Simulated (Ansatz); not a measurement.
# Ru: biaxial strain in the a-b plane

One table from this session's results is given with a row withheld; the runs are named, their logs left out.

Computed with Ansatz 0.2.0 (DFT PBEsol, scalar-relativistic, plane waves, PAW, unless a step's input says otherwise).

2 further runs of the same task are left out: 2 set aside as unsound or not needed.

**The structure to begin with**

Symmetry: P6_3/mmc, No. 194, hexagonal system. The conventional cell has a = 2.689 Å, b = 2.689 Å, c = 4.252 Å, α = 90.00°, β = 90.00°, γ = 120.00°. Ru (site symmetry -6m2) is surrounded by 12 Ru at 2.63 to 2.69 Å.

Coordinates:

```
Ru
1.0
     2.68948    0.00000    0.00000
    -1.34474    2.32916    0.00000
     0.00000    0.00000    4.25194
Ru
2
Direct
  0.33333 0.66667 0.25000
  0.66667 0.33333 0.75000
```

It goes back to an entry of the Materials Project.

It is the result of an earlier relaxation at this level (volume 13.32 Å³/atom; gap on the mesh: none (metal)).

The unstrained cell was computed beforehand with the same settings: E(σ→0) = -11633.0068 eV for 2 atoms, gap none (metal).

Set-up of the first run:

File input.yaml:

```yaml
crystal:
  lattice:
    - [2.6625863894, 0.0, 0.0]
    - [-1.3312931947, 2.305867453, 0.0]
    - [0.0, 0.0, 4.2774547069]
  atoms:
    - { symbol: Ru, position: [0.3333333333, 0.6666666667, 0.25] }
    - { symbol: Ru, position: [0.6666666667, 0.3333333333, 0.75] }
basis:
  ecutwfc: 420
kpoints:
  mp_grid: { grid: [24, 24, 12] }
hamiltonian:
  xc: pbesol
scf:
  occupations: { method: gaussian, width: 0.1 }
output:
  forces: true
  stress: true
  eigenvalues: true
relax:
  adjacent_minimum: "off"
  f_tol: 0.008
  max_steps: 40
  cell: { stress_tol: 0.015, fix: [a, b, gamma] }
```

Launch:

```
ansatz run input.yaml --threads 1 --pin off --max-ram 2560MiB --backend cpu --events-out ev --progress --plain --runs-dir out
```

Among the steps run: The cell strained by -1.0 %; At +1.0 %; At -2.0 %; Strain +2.0 %; The cell strained by -3.0 %; Strain +3.0 %.

One of the session's tables, all rows but one given; the rest of the session is left out.

Lengths are those of the vectors of the cell that was run; stresses in GPa:

```
strain (%)  ΔE (meV/atom)  a (Å)  b (Å)  c (Å)
      -3.0           62.6  2.609  2.609  4.322
      -2.0           27.6  2.636  2.636  4.297
      -1.0            7.2  2.663  2.663  4.272
      +0.0            0.0  2.689  2.689  4.252
      +1.0            4.8  2.716  2.716  4.225
      +2.0              ?      ?      ?      ?
      +3.0           45.5  2.770  2.770  4.179
```

Q: Estimate the row for strain (%) = +2.0 from the others.

Worked estimate for «ΔE (meV/atom)». A straight line through the neighbours (1.0, 4.8) and (3.0, 45.5) gives 4.8 + (45.5 − 4.8) × (2.0 − 1.0) / (3.0 − 1.0) = 25.2; a parabola fitted to 3 rows on both sides gives 20.0.

As computed: ΔE (meV/atom): 20.3; a (Å): 2.743; b (Å): 2.743; c (Å): 4.202. In «ΔE (meV/atom)» the line misses by +4.9 and the parabola by -0.3.

ΔE is over the unstrained cell. Stress in GPa, positive in compression, on the Cartesian axes of the input. 
